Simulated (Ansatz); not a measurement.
# ZnSe: energy and pressure over a range of volumes, part 2 of 2

Aim: scale the cell of ZnSe up and down at fixed shape and fractional positions, and get the equilibrium volume and bulk modulus with LAPW, PAW and all-electron datasets made for the crystal.

Ansatz 0.2.0; DFT LDA; a database cell (COD). «Crystal datasets» are all-electron PAW datasets made for this crystal. The steps go on from the part before.

### 8 Volume × 1.02, LAPW

input.yaml reads:

```yaml
crystal:
  lattice:
    - [0.0, 2.8525674344, 2.8525674344]
    - [2.8525674344, 0.0, 2.8525674344]
    - [2.8525674344, 2.8525674344, 0.0]
  atoms:
    - { symbol: Zn, position: [0.0, 0.0, 0.0] }
    - { symbol: Se, position: [0.75, 0.75, 0.75] }
kpoints:
  mp_grid: { grid: [8, 8, 8] }
  band_path:
    path:
      - [0.0, 0.0, 0.0]
      - [-0.5, -0.5, 0.0]
      - [-0.375, -0.375, 0.25]
      - [-0.375, 0.0, 0.375]
      - [0.0, 0.0, 0.0]
      - [0.0, 0.0, 0.5]
      - [-0.5, -0.25, 0.25]
      - [-0.5, -0.5, 0.0]
    npoints: 5
scf:
  occupations: { method: fermi_dirac, width: 0.03 }
hamiltonian:
  xc: lda
  pseudopotentials: { kind: all_electron, lapw: { basis_error: 0.00025 } }
output:
  forces: true
  stress: true
  eigenvalues: true
```

Run with:

```bash
ansatz run input.yaml --threads 1 --pin off --max-ram 3072MiB --backend cpu --events-out ev --progress --plain --runs-dir out
```

What it wrote, cut to the lines that bear on the results:

```text
LAPW: plane waves up to 9.674 Å⁻¹, error target 2.5e-4 eV per atom; small_component_spin mean_spin; Zn in spheres of 1.252 Å, 20 of its electrons in bands, Dirac shells []; Se in spheres of 1.218 Å, 24 of its electrons in bands, Dirac shells []
[...]
Pseudopotentials: kind: all_electron
Pseudopotential: Zn, LAPW, valence charge 20, Koelling and Harmon's equation, gaussian nucleus
Pseudopotential: Se, LAPW, valence charge 24, Koelling and Harmon's equation, gaussian nucleus
Functional definition: SPW92
[...]
Crystal: 2 atoms, lattice volume = 46.423 Å³
Basis set: ecut = 356.589573477531 eV, 725 PW (Γ), exchange–correlation at level 2
Bands: 27, of which v1, the nominal top of the filled ones, is band 22 counted from 1 (21 counted from 0)
Symmetry: 24 space group operations
Space group: F-43m (ITA 216), of the structure as read, at distance tolerance 3.6e-5 Å
[...]
the basis was enlarged: its passes take 205.4 KiB over the memory plan, 1 of 1 planned eigensolver slots
[...]
SCF iter   7: F=-114841.610490 eV  HF=-114841.610490 eV  |F-HF|=2.58e-8  |Δ(HF+E_count)|=   1.40e-7  Δρ=6.09e-6  dr2=1.02e-8  ethr=1.97e-9  ⟨swp⟩=2.0  Hψ=2234  notcnv=0
[...]
NSCF: frozen V_eff on 36 k-points
SCF converged after 7 iterations
Free energy (F): -114841.610490 eV
[...]
E sigma→0 (E₀):  -114841.610490 eV
Fermi energy:    7.927705 eV
[...]
--- Forces (eV/Å), atoms counted from 1 ---
  atom   1  Zn     0.00000000    -0.00000000    -0.00000000
  atom   2  Se    -0.00000000     0.00000000     0.00000000
[...]
--- Stress (GPa, compression-positive) ---
       -4.429077      -0.000000      -0.000000
       -0.000000      -4.429077       0.000000
       -0.000000       0.000000      -4.429077
  P = ⅓ Tr σ = -4.4291 GPa (-44.291 kbar)
--- Band table (eV; the first three rows and the last of 29) ---
[... band rows left out ...]
[...]
```

It took 18 s on 1 thread of Intel Xeon Platinum 8375C at 2.90GHz (Ice Lake), shared host; peak memory 0.37 GiB.

This run gives: pressure -4.43 GPa; gap 0.95 eV, direct at Γ.

### 9 Volume × 1.02, PAW

input.yaml reads:

```yaml
crystal:
  lattice:
    - [0.0, 2.8525674344, 2.8525674344]
    - [2.8525674344, 0.0, 2.8525674344]
    - [2.8525674344, 2.8525674344, 0.0]
  atoms:
    - { symbol: Zn, position: [0.0, 0.0, 0.0] }
    - { symbol: Se, position: [0.75, 0.75, 0.75] }
kpoints:
  mp_grid: { grid: [8, 8, 8] }
scf:
  occupations: { method: fermi_dirac, width: 0.03 }
hamiltonian:
  xc: lda
  pseudopotentials: { kind: paw }
output:
  forces: true
  stress: true
  eigenvalues: true
  efg: { contact_densities: true }
```

Run with:

```bash
ansatz run input.yaml --threads 1 --pin off --max-ram 3072MiB --backend cpu --events-out ev --progress --plain --runs-dir out
```

What it wrote, cut to the lines that bear on the results:

```text
[...]
[... 4 set-up lines as earlier in the session ...]
[...]
Crystal: 2 atoms, lattice volume = 46.423 Å³
Basis set: ecut = 420 eV, 893 PW (Γ)
Bands: 18, of which v1, the nominal top of the filled ones, is band 14 counted from 1 (13 counted from 0)
[... 2 set-up lines as earlier in the session ...]
k-points: 29 of 512 (time reversal used)
[...]
SCF iter   1: F=—  HF=-8630.804153 eV  |F-HF|=—  |Δ(HF+E_count)|=         —  Δρ=5.32e-3  dr2=8.25e-3  ethr=1.77e-3  ⟨swp⟩=6.0  Hψ=2643  notcnv=0
[...]
  atom   1  Zn    -0.00000000    -0.00000000     0.00000000
  atom   2  Se     0.00000000     0.00000000    -0.00000000
[...]
--- Stress (GPa, compression-positive) ---
       -4.446992      -0.000000      -0.000000
       -0.000000      -4.446992       0.000000
       -0.000000       0.000000      -4.446992
  P = ⅓ Tr σ = -4.4470 GPa (-44.470 kbar)
--- PAW observables at the nuclei: V_zz in 10²¹ V/m², potentials from the cell's mean, atoms counted from 1 ---
  atom   1  Zn V_zz =    -0.000000   η = 0.0000   by run symmetry: forbidden
            electrostatic potential = -3941.580263 V   contact ρ = 165744.336063 e/Å³
  atom   2  Se V_zz =    +0.000000   η = 0.0000   by run symmetry: forbidden
            electrostatic potential = -4709.086310 V   contact ρ = 261619.912611 e/Å³
--- Band table (eV; the first three rows and the last of 29) ---
  k-point 0: bands = ["-40.8276", "-40.8276", "-40.8276", "-40.8234", "-40.8234", "-7.0101", "-0.4029", "-0.4029", "-0.4029", "-0.0602", "-0.0602", "6.1860", "6.1860", "6.1860", "7.1395", "11.9063", "11.9063", "11.9063"]
[...]
```

Wall time 2.9 s (1 thread of Intel Xeon Platinum 8375C at 2.90GHz (Ice Lake), shared host); peak memory 0.4 GiB.

In short: pressure -4.45 GPa; gap on the k mesh 0.95 eV.

### 10 Volume × 1.02, crystal datasets

input.yaml, as its differences from that of step 9:

```diff
@@ -14,3 +14,3 @@
   xc: lda
-  pseudopotentials: { kind: paw }
+  pseudopotentials: { kind: all_electron, datasets: crystal }
 output:
```

Run with:

```bash
ansatz run input.yaml --threads 1 --pin off --max-ram 3072MiB --backend cpu --events-out ev --progress --plain --runs-dir out
```

What it wrote, cut to the lines that bear on the results:

```text
[...]
[... 4 set-up lines as earlier in the session ...]
[...]
Crystal: 2 atoms, lattice volume = 46.423 Å³
Basis set: ecut = 220 eV, 331 PW (Γ)
Bands: 13, of which v1, the nominal top of the filled ones, is band 9 counted from 1 (8 counted from 0)
[... 2 set-up lines as earlier in the session ...]
k-points: 29 of 512 (time reversal used)
[...]
SCF iter   1: F=—  HF=-114841.902220 eV  |F-HF|=—  |Δ(HF+E_count)|=         —  Δρ=3.29e-2  dr2=8.09e-1  ethr=4.54e-3  ⟨swp⟩=3.0  Hψ=2217  notcnv=0
[...]
  atom   1  Zn    -0.00000000    -0.00000000    -0.00000000
  atom   2  Se     0.00000000    -0.00000000     0.00000000
[...]
--- Stress (GPa, compression-positive) ---
       -4.429698      -0.000000      -0.000000
       -0.000000      -4.429698       0.000000
       -0.000000       0.000000      -4.429698
  P = ⅓ Tr σ = -4.4297 GPa (-44.297 kbar)
  It holds what live shells' own plane waves past their cutoff add
--- PAW observables at the nuclei: V_zz in 10²¹ V/m², potentials from the cell's mean, atoms counted from 1 ---
  atom   1  Zn V_zz =    -0.000000   η = 0.0000   by run symmetry: forbidden
            electrostatic potential = -3938.113426 V   contact ρ = 165812.847348 e/Å³
  atom   2  Se V_zz =    +0.000000   η = 0.0000   by run symmetry: forbidden
            electrostatic potential = -4705.570898 V   contact ρ = 261685.647385 e/Å³
--- Band table (eV; the first three rows and the last of 29) ---
  k-point 0: bands = ["-5.7624", "0.8468", "0.8468", "0.8468", "1.1900", "1.1900", "7.4338", "7.4338", "7.4338", "8.3875", "13.1549"]
[...]
```

Wall time 6.3 s (1 thread of Intel Xeon Platinum 8375C at 2.90GHz (Ice Lake), shared host); peak memory 0.54 GiB.

In short: pressure -4.43 GPa; gap on the k mesh 0.95 eV.

### 11 Volume × 1.06, LAPW

input.yaml reads:

```yaml
crystal:
  lattice:
    - [0.0, 2.8893788162, 2.8893788162]
    - [2.8893788162, 0.0, 2.8893788162]
    - [2.8893788162, 2.8893788162, 0.0]
  atoms:
    - { symbol: Zn, position: [0.0, 0.0, 0.0] }
    - { symbol: Se, position: [0.75, 0.75, 0.75] }
kpoints:
  mp_grid: { grid: [8, 8, 8] }
  band_path:
    path:
      - [0.0, 0.0, 0.0]
      - [-0.5, -0.5, 0.0]
      - [-0.375, -0.375, 0.25]
      - [-0.375, 0.0, 0.375]
      - [0.0, 0.0, 0.0]
      - [0.0, 0.0, 0.5]
      - [-0.5, -0.25, 0.25]
      - [-0.5, -0.5, 0.0]
    npoints: 5
scf:
  occupations: { method: fermi_dirac, width: 0.03 }
hamiltonian:
  xc: lda
  pseudopotentials: { kind: all_electron, lapw: { basis_error: 0.00025 } }
output:
  forces: true
  stress: true
  eigenvalues: true
```

Run with:

```bash
ansatz run input.yaml --threads 1 --pin off --max-ram 3072MiB --backend cpu --events-out ev --progress --plain --runs-dir out
```

What it wrote, cut to the lines that bear on the results:

```text
LAPW: plane waves up to 9.521 Å⁻¹, error target 2.5e-4 eV per atom; small_component_spin mean_spin; Zn in spheres of 1.269 Å, 20 of its electrons in bands, Dirac shells []; Se in spheres of 1.233 Å, 24 of its electrons in bands, Dirac shells []
[...]
[... 4 set-up lines as earlier in the session ...]
[...]
Crystal: 2 atoms, lattice volume = 48.244 Å³
Basis set: ecut = 345.4076293079834 eV, 725 PW (Γ), exchange–correlation at level 2
Bands: 27, of which v1, the nominal top of the filled ones, is band 22 counted from 1 (21 counted from 0)
[... 2 set-up lines as earlier in the session ...]
[...]
the basis was enlarged: its passes take 202.6 KiB over the memory plan, 1 of 1 planned eigensolver slots
[...]
SCF iter   7: F=-114841.549725 eV  HF=-114841.549725 eV  |F-HF|=1.99e-8  |Δ(HF+E_count)|=   1.48e-7  Δρ=6.73e-6  dr2=1.20e-8  ethr=2.06e-9  ⟨swp⟩=2.0  Hψ=2247  notcnv=0
[...]
NSCF: frozen V_eff on 36 k-points
SCF converged after 7 iterations
Free energy (F): -114841.549725 eV
[...]
E sigma→0 (E₀):  -114841.549725 eV
Fermi energy:    7.304100 eV
[...]
--- Forces (eV/Å), atoms counted from 1 ---
  atom   1  Zn     0.00000000    -0.00000000     0.00000000
  atom   2  Se    -0.00000000     0.00000000     0.00000000
[...]
--- Stress (GPa, compression-positive) ---
       -6.194235      -0.000000      -0.000000
       -0.000000      -6.194235       0.000000
       -0.000000       0.000000      -6.194235
  P = ⅓ Tr σ = -6.1942 GPa (-61.942 kbar)
--- Band table (eV; the first three rows and the last of 29) ---
[... band rows left out ...]
[...]
```

It took 18 s on 1 thread of Intel Xeon Platinum 8375C at 2.90GHz (Ice Lake), shared host; peak memory 0.36 GiB.

In short: pressure -6.19 GPa; gap 0.81 eV, direct at Γ.

### 12 Volume × 1.06, PAW

input.yaml reads:

```yaml
crystal:
  lattice:
    - [0.0, 2.8893788162, 2.8893788162]
    - [2.8893788162, 0.0, 2.8893788162]
    - [2.8893788162, 2.8893788162, 0.0]
  atoms:
    - { symbol: Zn, position: [0.0, 0.0, 0.0] }
    - { symbol: Se, position: [0.75, 0.75, 0.75] }
kpoints:
  mp_grid: { grid: [8, 8, 8] }
scf:
  occupations: { method: fermi_dirac, width: 0.03 }
hamiltonian:
  xc: lda
  pseudopotentials: { kind: paw }
output:
  forces: true
  stress: true
  eigenvalues: true
  efg: { contact_densities: true }
```

Run with:

```bash
ansatz run input.yaml --threads 1 --pin off --max-ram 3072MiB --backend cpu --events-out ev --progress --plain --runs-dir out
```

What it wrote, cut to the lines that bear on the results:

```text
[...]
[... 4 set-up lines as earlier in the session ...]
[...]
Crystal: 2 atoms, lattice volume = 48.244 Å³
Basis set: ecut = 420 eV, 941 PW (Γ)
Bands: 18, of which v1, the nominal top of the filled ones, is band 14 counted from 1 (13 counted from 0)
[... 2 set-up lines as earlier in the session ...]
k-points: 29 of 512 (time reversal used)
[...]
SCF iter   1: F=—  HF=-8630.743572 eV  |F-HF|=—  |Δ(HF+E_count)|=         —  Δρ=5.26e-3  dr2=9.06e-3  ethr=1.77e-3  ⟨swp⟩=5.9  Hψ=2624  notcnv=0
[...]
  atom   1  Zn    -0.00000000     0.00000000     0.00000000
  atom   2  Se     0.00000000     0.00000000    -0.00000000
[...]
--- Stress (GPa, compression-positive) ---
       -6.210327      -0.000000      -0.000000
        0.000000      -6.210327       0.000000
       -0.000000       0.000000      -6.210327
  P = ⅓ Tr σ = -6.2103 GPa (-62.103 kbar)
--- PAW observables at the nuclei: V_zz in 10²¹ V/m², potentials from the cell's mean, atoms counted from 1 ---
  atom   1  Zn V_zz =    +0.000000   η = 0.0000   by run symmetry: forbidden
            electrostatic potential = -3941.094477 V   contact ρ = 165743.758000 e/Å³
  atom   2  Se V_zz =    +0.000000   η = 0.0000   by run symmetry: forbidden
            electrostatic potential = -4708.588054 V   contact ρ = 261621.198691 e/Å³
--- Band table (eV; the first three rows and the last of 29) ---
  k-point 0: bands = ["-41.2616", "-41.2616", "-41.2616", "-41.2580", "-41.2580", "-7.2837", "-0.7828", "-0.7828", "-0.7828", "-0.4724", "-0.4724", "5.6828", "5.6828", "5.6828", "6.4883", "11.4069", "11.4069", "11.4069"]
[...]
```

Run time: 3 s. Hardware: 1 thread of Intel Xeon Platinum 8375C at 2.90GHz (Ice Lake), shared host; peak memory 0.41 GiB.

Read from it: pressure -6.21 GPa; gap on the k mesh 0.81 eV.

### 13 Volume × 1.06, crystal datasets

input.yaml, as its differences from that of step 12:

```diff
@@ -14,3 +14,3 @@
   xc: lda
-  pseudopotentials: { kind: paw }
+  pseudopotentials: { kind: all_electron, datasets: crystal }
 output:
```

Run with:

```bash
ansatz run input.yaml --threads 1 --pin off --max-ram 3072MiB --backend cpu --events-out ev --progress --plain --runs-dir out
```

What it wrote, cut to the lines that bear on the results:

```text
[...]
[... 4 set-up lines as earlier in the session ...]
[...]
Crystal: 2 atoms, lattice volume = 48.244 Å³
Basis set: ecut = 220 eV, 339 PW (Γ)
Bands: 13, of which v1, the nominal top of the filled ones, is band 9 counted from 1 (8 counted from 0)
[... 2 set-up lines as earlier in the session ...]
k-points: 29 of 512 (time reversal used)
[...]
SCF iter   1: F=—  HF=-114841.840608 eV  |F-HF|=—  |Δ(HF+E_count)|=         —  Δρ=3.19e-2  dr2=8.27e-1  ethr=4.56e-3  ⟨swp⟩=3.0  Hψ=2206  notcnv=0
[...]
  atom   1  Zn    -0.00000000     0.00000000     0.00000000
  atom   2  Se     0.00000000    -0.00000000    -0.00000000
[...]
--- Stress (GPa, compression-positive) ---
       -6.195393      -0.000000      -0.000000
       -0.000000      -6.195393       0.000000
        0.000000       0.000000      -6.195393
  P = ⅓ Tr σ = -6.1954 GPa (-61.954 kbar)
  It holds what live shells' own plane waves past their cutoff add
--- PAW observables at the nuclei: V_zz in 10²¹ V/m², potentials from the cell's mean, atoms counted from 1 ---
  atom   1  Zn V_zz =    +0.000000   η = 0.0000   by run symmetry: forbidden
            electrostatic potential = -3937.625790 V   contact ρ = 165812.272991 e/Å³
  atom   2  Se V_zz =    -0.000000   η = 0.0000   by run symmetry: forbidden
            electrostatic potential = -4705.077216 V   contact ρ = 261686.932173 e/Å³
--- Band table (eV; the first three rows and the last of 29) ---
  k-point 0: bands = ["-6.0828", "0.4198", "0.4198", "0.4198", "0.7307", "0.7307", "6.8839", "6.8839", "6.8839", "7.6896", "12.6089"]
[...]
```

Wall time 6.4 s (1 thread of Intel Xeon Platinum 8375C at 2.90GHz (Ice Lake), shared host); peak memory 0.54 GiB.

In short: pressure -6.20 GPa; gap on the k mesh 0.81 eV.

### 14 All volumes together

| method | volume (Å³/atom) | F above the lowest (meV/atom) | pressure (GPa) | gap on the k mesh (eV) |
| --- | --- | --- | --- | --- |
| LAPW | 21.846 | 0.0 | -0.86 | 1.20 |
| LAPW | 22.529 | 7.9 | -2.80 | 1.07 |
| LAPW | 23.212 | 23.4 | -4.43 | 0.95 |
| LAPW | 24.122 | 53.8 | -6.19 | 0.81 |
| PAW | 21.846 | 0.0 | -0.88 | 1.20 |
| PAW | 22.529 | 8.0 | -2.82 | 1.07 |
| PAW | 23.212 | 23.6 | -4.45 | 0.95 |
| PAW | 24.122 | 54.1 | -6.21 | 0.81 |
| crystal datasets | 21.846 | – | -0.86 | 1.20 |
| crystal datasets | 22.529 | – | -2.80 | 1.07 |
| crystal datasets | 23.212 | – | -4.43 | 0.95 |
| crystal datasets | 24.122 | – | -6.20 | 0.81 |

### 15 Summary of results

This closing draws on all 2 parts.

```
                        quantity      value
pressure at 21.85 Å³/atom (LAPW)  -0.86 GPa
pressure at 24.12 Å³/atom (LAPW)  -6.19 GPa
```

Over this range the mean stiffness −dP/dlnV is 54 GPa by LAPW; the pressure keeps one sign, so equilibrium lies outside the range. The gap goes from 1.20 eV at the smallest volume to 0.81 eV at the largest. No thermal or zero-point expansion is included.

The gaps are Kohn-Sham values of a semilocal functional, not quasiparticle or optical gaps. Such gaps usually fall short of the measured ones.
